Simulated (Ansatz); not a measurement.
# Si: relaxation of cell and atoms with PBE exchange only

Si:

```
Si
1.0
     3.83132    0.00000    0.00000
    -1.91566    3.31802    0.00000
     0.00000    0.00000    6.33262
Si
4
Cartesian
  1.9157 1.1060 5.9336
  0.0000 2.2120 2.7673
  1.9157 1.1060 3.5653
  0.0000 2.2120 0.3990
```

This isn't the form of Si at room conditions, which is diamond.

```yaml
Program: Ansatz 0.2.0
Task: relaxation of cell and atoms
Functional: PBE exchange only
Potentials_or_basis: all-electron LAPW, scalar-relativistic
Basis_error_allowed: 0.001 eV/atom
k_mesh: 8 × 8 × 4
Occupations: fermi-dirac, width 0.025 eV
Spin: collinear spin, antiferromagnetic start, moments held on the sites
Starting_moments: "[0.5, -0.5, 0.5, -0.5] μB"
Search_for_lower_states: off
Moments_locked: each atom's moment, at its start value
```

The relaxed volume is 23.53 Å³/atom. The relaxed cell is a = 4.037 Å, b = 4.037 Å, c = 6.668 Å, α = 90.00°, β = 90.00°, γ = 120.00° and the space group after relaxing (to 0.05 Å) is P6_3/mmc (No. 194). The energy gained by relaxing is 115.6 meV/atom and the ionic steps are 6. The largest force after relaxing is 0.005 eV/Å, the band gap on the k mesh is 1.27 eV and the net moment is 0.00 μB per cell. The absolute moment is 3.23 μB per cell and the site moments are Si +0.51, -0.51 μB.

Forces in eV/Å, atoms in the order of the input:
```
Si   0.000  0.000  0.005
Si   0.000  0.000  0.005
Si   0.000  0.000 -0.005
Si   0.000  0.000 -0.005
```

Step by step:
```tsv
step	energy change (eV)	largest force (eV/Å)	volume (Å³)
1	0.0000	0.3055	80.50
2	-0.4124	0.0404	89.21
3	-0.4583	0.1082	93.04
4	-0.4629	0.0092	94.12
5	-0.4629	0.0024	94.12
6	-0.4624	0.0052	94.12
```

Final structure:
```xyz
4
Lattice="4.0372 0.0000 0.0000 -2.0186 3.4964 0.0000 0.0000 0.0000 6.6675" Properties=species:S:1:pos:R:3 pbc="T T T"
Si    2.0186    1.1655    6.2346
Si    0.0000    2.3309    2.9009
Si    2.0186    1.1655    3.7667
Si    0.0000    2.3309    0.4329
```

Run time: 7.2 min on 2 threads of Intel(R) Xeon(R) Processor @ 2.50GHz (Skylake/Cascade Lake) (shared host), peak memory 0.46 GiB.

Caveat: the volume moved by over 15 % at a fixed basis, so the end points are rough; the SCF stop doesn't bound the stress; each atom's moment is held at its typed value, so this isn't a free magnetic state. A k mesh can miss the band edges.
